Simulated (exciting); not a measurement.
A run of exciting (release sodium) is set up as follows.

input.xml

```xml
<input>
  <title>Bi</title>
  <structure speciespath="./" tshift="false">
    <crystal scale="1">
      <basevect>4.284953987589 2.473919338223 7.441741478776</basevect>
      <basevect>-4.284953987589 2.473919338223 7.441741478776</basevect>
      <basevect>0.000000000000 -4.947838676447 7.441741478776</basevect>
    </crystal>
    <species speciesfile="Bi.xml" rmt="2.3">
      <atom coord="0.766000000000 0.766000000000 0.766000000000"/>
      <atom coord="0.234000000000 0.234000000000 0.234000000000"/>
    </species>
  </structure>
  <groundstate do="fromscratch" ngridk="7 7 7" rgkmax="9" gmaxvr="14" lmaxapw="10" lmaxmat="10" lmaxvr="8" xctype="GGA_PBE_SOL" stype="Gaussian" swidth="0.00073499" nempty="10" ValenceRelativity="iora*" epsengy="1e-05" epspot="1e-05" maxscl="60" tforce="true" outputlevel="normal"/>
</input>
```

Potentials or basis: all-electron LAPW+lo, shipped species files, valence relativity iora*.

Run with:

```sh
$ OMP_NUM_THREADS=1 exciting_smp
```

Q: Predict the largest force.

A: 0.143 eV/Å.

Q: Estimate the band gap on the k mesh.

A: 0.26 eV, indirect (least direct gap 0.52 eV).

Forces in eV/Å, atoms in the order of the input:
```
Bi   0.000  0.000 -0.143
Bi   0.000  0.000  0.143
```

Caveat: spin-orbit coupling is left out, which as a rule narrows the gap of such compounds by several tenths of an eV; an odd mesh through Γ misses points on the zone boundary, where band edges often lie.
